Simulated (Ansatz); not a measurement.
**ZrO2 under changes of volume**

One of the cells (10.990 Å³/atom); the others are scaled copies at fixed shape and fractional positions:

```xyz
3
Lattice="0.0000 2.5451 2.5451 2.5451 0.0000 2.5451 2.5451 2.5451 0.0000" Properties=species:S:1:pos:R:3 pbc="T T T"
Zr    0.0000    0.0000    0.0000
O     3.8176    3.8176    3.8176
O     1.2725    1.2725    1.2725
```

Measurements of this composition are mostly on another form, of space group No. 14.

| Quantity | Value |
| --- | --- |
| Program | Ansatz 0.2.0 |
| Functional | PBEsol |
| Potentials or basis | Ansatz PAW |
| Cutoff | 420 eV (not typed: the program's choice for these potentials) |
| k mesh | 9 × 9 × 9 |
| Occupations | fermi-dirac, width 0.05 eV |
| Spin | no spin polarisation |

```csv
volume (Å³/atom),energy over the lowest point (meV/atom),pressure (GPa),gap on the mesh (eV)
10.331,19.09,13.1,3.50
10.551,5.44,6.8,3.45
10.770,0.00,1.2,3.39
10.990,?,?,?
11.210,10.20,-8.3,3.28
11.430,24.50,-12.4,3.23
11.650,44.03,-16.1,3.18
```

Q: What does the run at 10.990 Å³/atom give?

A: Energy over the lowest point 1.81 meV/atom; pressure -3.8 GPa; gap on the mesh 3.34 eV.

Worked out: A Birch-Murnaghan fit of order 3 (a polynomial in V^(-2/3)) to the other rows has its minimum at 10.82 Å³/atom with B0 = V·E''(V) = 256 GPa and B' = 4.4. It gives 1.82 meV/atom at 10.990 Å³/atom, against the run's 1.81, and -dE/dV = -3.8 GPa, against -3.8. A straight line through the other rows of the gap, of slope -2.69 eV per unit of ln V, gives 3.34 eV, against the run's 3.34.

Energies are extrapolated to zero smearing.

Caveats: odd divisions of the mesh miss points on the zone boundary, where band edges often lie, so the gap on the mesh can be too wide; the PAW data sets come from PBE, with cores solved anew for the run's functional, which leaves a small shift of forces and pressure.

A mesh can miss the band edges. Spin-orbit coupling on Zr is left out.
